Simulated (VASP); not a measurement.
# SnSe₂, optical spectrum of independent particles: which settings are enough?

SnSe₂, P-3m1 (no. 164), 3 atoms in the cell. PBEsol, independent-particle dielectric function; PAW potentials Sn_d, Se (PBE set). VASP 6.6.1.

Wanted: ε at zero frequency, electronic within 1 %; spectrum (imaginary part of ε) within 10 %.

POSCAR:
```
SnSe2
1.0
    3.8110000000      0.0000000000      0.0000000000
   -1.9055000000      3.3004228138      0.0000000000
    0.0000000000      0.0000000000      6.1360000000
Sn Se
1 2
Direct
    0.0000000000      0.0000000000      0.0000000000
    0.6666666667      0.3333333333      0.7510000000
    0.3333333333      0.6666666667      0.2490000000
```

The series start from Bands in all (NBANDS): 23; Plane-wave cutoff (eV): 270; Energy points: 2000; k mesh: 8 × 8 × 5; Precision mode: Accurate; Electronic algorithm: Normal. Each series keeps the choices made before it, and each single choice may use up half of a tolerance. Times cover all steps of a run.

## Bands in all (NBANDS)

| Bands in all (NBANDS) | ε at zero frequency, electronic | Spectrum (imaginary part of ε), largest deviation against the largest value | Time (s) |
|---|---|---|---|
| 16 | 11 | 28 % | 11 |
| 19 | 12.19 | 6.7 % | 11 |
| 23 | 12.44 | 0.65 % | 12 |
| 29 | 12.52 | 0.37 % | 12 |
| 37 | 12.54 | 0.27 % | 13 |
| 53 (reference) | 12.57 | 0 % | 15 |

Chosen: 29, the loosest value from which every tighter one stays within half of the tolerance.

## Plane-wave cutoff (eV)

| Plane-wave cutoff (eV) | ε at zero frequency, electronic | Spectrum (imaginary part of ε), largest deviation against the largest value | Time (s) |
|---|---|---|---|
| 150 | 13.4 | 16 % | 6.5 |
| 180 | 12.76 | 5.9 % | 7.7 |
| 220 | 12.53 | 0.43 % | 8.4 |
| 270 | 12.52 | 0.12 % | 12 |
| 330 (reference) | 12.52 | 0 % | 14 |

Chosen: 220.

## Energy points

| Energy points | ε at zero frequency, electronic | Spectrum (imaginary part of ε), largest deviation against the largest value | Time (s) |
|---|---|---|---|
| default | 12.53 | 0.67 % | 8.1 |
| 2000 | 12.53 | 0.059 % | 8.4 |
| 4000 (reference) | 12.53 | 0 % | 9.6 |

Chosen: default.

## k mesh

| k mesh | ε at zero frequency, electronic | Spectrum (imaginary part of ε), largest deviation against the largest value | Time (s) |
|---|---|---|---|
| 4 × 4 × 2 | 17.66 | 156 % | 6.3 |
| 5 × 5 × 3 | 15.18 | 84 % | 6.5 |
| 6 × 6 × 4 | 13.65 | 32 % | 7.3 |
| 8 × 8 × 5 | 12.53 | 18 % | 8.1 |
| 11 × 11 × 6 | 12.17 | 21 % | 11 |
| 13 × 13 × 7 | 12.05 | 13 % | 14 |
| 16 × 16 × 9 (reference) | 12 | 0 % | 23 |

Chosen: 16 × 16 × 9; the next looser run is off by more than half of the tolerance, so convergence isn't shown beyond this value.

## Precision mode

| Precision mode | ε at zero frequency, electronic | Spectrum (imaginary part of ε), largest deviation against the largest value | Time (s) |
|---|---|---|---|
| Accurate | 12 | 0 % | 23 |
| Normal | 11.99 | 0.039 % | 21 |
| Single | 11.99 | 0.084 % | 29 |

Chosen: Accurate; no other choice that stays within half of the tolerance saves 30 % of the time.

## Electronic algorithm

| Electronic algorithm | ε at zero frequency, electronic | Spectrum (imaginary part of ε), largest deviation against the largest value | Time (s) |
|---|---|---|---|
| Normal | 12 | 0 % | 23 |
| Fast | 11.99 | 0.019 % | 35 |
| Exact | 12 | 0.0064 % | 285 |

Chosen: Normal.

## All choices together

| Input | ε at zero frequency, electronic | Spectrum (imaginary part of ε), largest deviation against the largest value | Time (s) |
|---|---|---|---|
| all settings of the optics step left to the defaults, ground-state mesh (naive) | 11.71 | 20 % | 11 |
| chosen settings | 12 | 0.27 % | 23 |
| reference settings throughout | 12.04 | 0 % | 88 |

The chosen settings stay within the tolerance of the reference run, but the reference itself isn't shown to be converged in: k mesh.

## The input

INCAR.step1:
```
SYSTEM = SnSe2
EDIFF = 1E-7
ENCUT = 220
GGA = PS
ISMEAR = 0
KPAR = 4
LASPH = .True.
LCHARG = .True.
LWAVE = .False.
PREC = Accurate
SIGMA = 0.02
```

INCAR.step2:
```
SYSTEM = SnSe2
ALGO = Normal
CSHIFT = 0.1
EDIFF = 1E-6
ENCUT = 220
GGA = PS
ICHARG = 11
ISMEAR = 0
KPAR = 4
LASPH = .True.
LCHARG = .False.
LOPTICS = .True.
LWAVE = .False.
NBANDS = 29
PREC = Accurate
SIGMA = 0.05
```

KPOINTS.step1:
```
k-points
0
Gamma
  8 8 5
```

KPOINTS.step2:
```
Automatic mesh
0
Gamma
  16 16 9
  0 0 0
```

Commands (each step's output is kept before the next begins):
```
cat potpaw_PBE.64/Sn_d/POTCAR potpaw_PBE.64/Se/POTCAR > POTCAR
cp INCAR.step1 INCAR
cp KPOINTS.step1 KPOINTS
mpirun -np 4 vasp_std > vasp.out
cp INCAR.step2 INCAR
cp KPOINTS.step2 KPOINTS
mpirun -np 4 vasp_std > vasp.out
```

Limits: Spin-orbit coupling is left out, which can matter with atoms this heavy; the pull between electron and hole is left out; the onset follows the functional's gap, which semilocal functionals usually make too small.

The chosen input took VASP 6.6.1 23 s on 4 cores (AMD EPYC 7R43 (Zen 3)), a shared host.

## An input that fails: CSHIFT 1.5

It runs to its end, but against the unchanged starting input it is off by 18 % in the ε at zero frequency, electronic, 53 % in the spectrum (imaginary part of ε).

Changes against the starting input:
```
(step 2)
- CSHIFT = 0.1
+ CSHIFT = 1.5
```
